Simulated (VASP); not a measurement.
**VASP 6.6.1 run: SiC**

INCAR

```
ENCUT = 600
LREAL = .FALSE.
NSW = 40
IBRION = 2
GGA = PE
LASPH = .TRUE.
EDIFFG = -5E-3
SIGMA = 0.02
LWAVE = .FALSE.
NELM = 120
PSTRESS = 20
PREC = Accurate
ISMEAR = -1
EDIFF = 1E-7
LCHARG = .FALSE.
NBANDS = 11
ISIF = 3
```

KPOINTS

```
KPOINTS created by Atomic Simulation Environment
0
Gamma
10 10 10
0 0 0
```

POSCAR

```
Si C
 1.0000000000000000
     2.3636662286000001    0.0000000000000000    0.0000000000000000
     0.0000000000000000    2.3636662286000001    0.0000000000000000
     0.0000000000000000    0.0000000000000000    2.3636662286000001
 Si  C
   1   1
Cartesian
  0.0000000000000000  0.0000000000000000  0.0000000000000000
  1.1818331143000000  1.1818331143000000  1.1818331143000000
```

The recommended PBE PAW datasets give the neutral cell 8 valence electrons.

Command

```
mpirun -np 1 vasp_std
```

OSZICAR

```
N       E                     dE             d eps       ncg     rms          rms(c)
DAV:   1     0.693397865825E+01    0.69340E+01   -0.46279E+03  1363   0.724E+02
DAV:   2    -0.976643723173E+01   -0.16700E+02   -0.15872E+02  1566   0.113E+02
DAV:   3    -0.101925354991E+02   -0.42610E+00   -0.42373E+00  1514   0.127E+01
DAV:   4    -0.101932053700E+02   -0.66987E-03   -0.66983E-03  1386   0.572E-01
DAV:   5    -0.101932062744E+02   -0.90434E-06   -0.90572E-06  1488   0.198E-02    0.863E+00
DAV:   6    -0.948609071692E+01    0.70712E+00   -0.20641E+00  1268   0.700E+00    0.435E+00
DAV:   7    -0.947600120477E+01    0.10090E-01   -0.65863E-02  1544   0.183E+00    0.193E+00
DAV:   8    -0.947059141424E+01    0.54098E-02   -0.25819E-03  1335   0.361E-01    0.315E-01
DAV:   9    -0.947026663888E+01    0.32478E-03   -0.32492E-04  1414   0.106E-01    0.869E-02
DAV:  10    -0.947026920571E+01   -0.25668E-05   -0.24605E-05  1499   0.336E-02    0.101E-02
...
DAV:   4    -0.109001251209E+02    0.53245E-06   -0.48407E-07  1324   0.401E-03    0.134E-03
DAV:   5    -0.109001251023E+02    0.18644E-07   -0.37515E-09   625   0.487E-04
  18 F= -.10672613E+02 E0= -.10671094E+02  d E =-.130648E-03
       N       E                     dE             d eps       ncg     rms          rms(c)
DAV:   1    -0.109006817676E+02   -0.55665E-03   -0.10578E-03  1262   0.214E-01    0.392E-02
DAV:   2    -0.109006640046E+02    0.17763E-04   -0.57288E-05  1345   0.402E-02    0.165E-02
DAV:   3    -0.109006601788E+02    0.38258E-05   -0.51192E-06  1312   0.116E-02    0.992E-03
DAV:   4    -0.109006581500E+02    0.20288E-05   -0.19331E-06  1318   0.803E-03    0.268E-03
DAV:   5    -0.109006581108E+02    0.39220E-07   -0.15077E-08   664   0.981E-04
  19 F= -.10672659E+02 E0= -.10671119E+02  d E =-.176643E-03
```

From OUTCAR

```
k-points           NKPTS =     56   k-points in BZ     NKDIM =     56   number of bands    NBANDS=     11

   NELECT =       8.0000    total number of electrons

   dimension x,y,z NGX =    20 NGY =   20 NGZ =   20
   dimension x,y,z NGXF=    40 NGYF=   40 NGZF=   40

  energy-cutoff  :      600.00
  volume of cell :       18.26
      direct lattice vectors                 reciprocal lattice vectors
     2.633526999 -0.000000000  0.000000000     0.379718909 -0.000000000  0.000000000
     0.000000000  2.633526999  0.000000000     0.000000000  0.379718909 -0.000000000
    -0.000000000  0.000000000  2.633526999    -0.000000000 -0.000000000  0.379718909

 k-points in reciprocal lattice and weights: KPOINTS created by Atomic Simulation Env
   0.00000000  0.00000000  0.00000000       0.001
   0.10000000  0.00000000  0.00000000       0.006
   0.20000000  0.00000000  0.00000000       0.006
   0.30000000  0.00000000  0.00000000       0.006
   0.40000000  0.00000000  0.00000000       0.006
   0.50000000  0.00000000  0.00000000       0.003
   0.10000000  0.10000000  0.00000000       0.012
   0.20000000  0.10000000  0.00000000       0.024
   ...

 E-fermi :  11.2452

 k-point     1 :       0.0000    0.0000    0.0000
  band No.  band energies     occupation
      1      -6.3097      2.00000
      2      10.1938      2.00000
      3      10.1938      2.00000
      4      10.1938      2.00000
      5      12.9136      0.00000
      6      16.2630      0.00000
      7      16.2630      0.00000
      8      24.1568      0.00000
      9      24.1568      0.00000
     10      24.1568      0.00000
     11      31.5410      0.00000

 k-point     2 :       0.1000    0.0000    0.0000
  band No.  band energies     occupation
      1      -6.1159      2.00000
      2       8.4912      2.00000
      3      10.3337      2.00000
      4      10.3337      2.00000
      5      13.5114      0.00000
      6      16.4575      0.00000
      7      17.5211      0.00000
      8      23.6648      0.00000
      9      23.6648      0.00000
     10      24.0366      0.00000
     11      31.2352      0.00000

 k-point     3 :       0.2000    0.0000    0.0000
  band No.  band energies     occupation
      1      -5.5371      2.00000
      2       5.7722      2.00000
      3      10.7342      2.00000
      4      10.7342      2.00000
      5      14.1558      0.00000
      6      17.0308      0.00000
      7      19.3785      0.00000
      8      22.3748      0.00000
      9      22.3748      0.00000
     10      24.4795      0.00000
     11      30.7771      0.00000

 k-point     4 :       0.3000    0.0000    0.0000
  band No.  band energies     occupation
      1      -4.5845      2.00000
      2       3.1351      2.00000
      3      11.3251      0.03624
      4      11.3251      0.03624
      5      14.8963      0.00000
      6      17.9384      0.00000
      7      19.4181      0.00000
      8      20.7862      0.00000
      9      20.7862      0.00000
     10      26.9143      0.00000
     11      27.7724      0.00000

 k-point     5 :       0.4000    0.0000    0.0000
  band No.  band energies     occupation
      1      -3.2995      2.00000
      2       0.8060      2.00000
      3      11.9294      0.00000
      4      11.9294      0.00000
      5      15.7774      0.00000
      6      18.4754      0.00000
      7      19.0168      0.00000
      8      19.4560      0.00000
      9      19.4560      0.00000
     10      25.4292      0.00000
     11      30.0394      0.00000

 ...

  Total        0.2302270      0.2302270      0.2302270      0.0000000     -0.0000000      0.0000000
  in kB       20.1954486     20.1954486     20.1954486      0.0000000     -0.0000000      0.0000000
  external PRESSURE =       0.1954486 kB  Pullay stress =      20.0000000 kB

 POSITION                                       TOTAL-FORCE (eV/Angst)
 -----------------------------------------------------------------------------------
      0.00000      0.00000      0.00000        -0.000000     -0.000000      0.000000
      1.31676      1.31676      1.31676         0.000000      0.000000     -0.000000
 -----------------------------------------------------------------------------------
    total drift:                                0.000000      0.000000      0.000000

  FREE ENERGIE OF THE ION-ELECTRON SYSTEM (eV)
  ---------------------------------------------------
  free  energy   TOTEN  =       -10.9006581108 eV

  energy  without entropy=      -10.8975768374  energy(sigma->0) =      -10.89911747
```

| ionic step | ΔH (meV/atom) | volume (Å³) | largest force (eV/Å) | pressure (GPa) | electronic steps |
| --- | --- | --- | --- | --- | --- |
| 1 | 0.0 | 13.21 | 0.000 | 118.46 | 12 |
| 2 | -338.0 | 24.67 | 0.000 | -24.53 | 10 |
| 3 | -683.3 | 18.41 | 0.000 | 0.75 | 10 |
| 4 | -683.6 | 18.30 | 0.000 | 1.74 | 5 |
| 5 | -683.5 | 18.18 | 0.000 | 2.74 | 5 |
| 6 | -683.5 | 18.18 | 0.000 | 2.74 | 2 |
| 7 | -683.5 | 18.19 | 0.000 | 2.72 | 3 |
| 13 | -683.5 | 18.19 | 0.000 | 2.71 | 2 |
| 14 | -683.5 | 18.19 | 0.000 | 2.70 | 2 |
| 15 | -683.5 | 18.19 | 0.000 | 2.68 | 3 |
| 16 | -683.6 | 18.20 | 0.000 | 2.64 | 3 |
| 17 | -683.6 | 18.21 | 0.000 | 2.54 | 5 |
| 18 | -683.6 | 18.23 | 0.000 | 2.37 | 5 |
| 19 | -683.6 | 18.26 | 0.000 | 2.02 | 5 |

It converged. Results: relaxed cell vector lengths 2.634, 2.634, 2.634 Å; relaxed cell volume 18.26 Å³.

 The volume moved far on the plane waves of the start cell, so a restart from CONTCAR is due.

For comparison, a separate PBE relaxation on usual settings, not on those above, ends at 18.50 Å³.

The run above took about 22 s on one core of a shared host (Intel Xeon 6975P-C) and held 0.13 GiB at most.
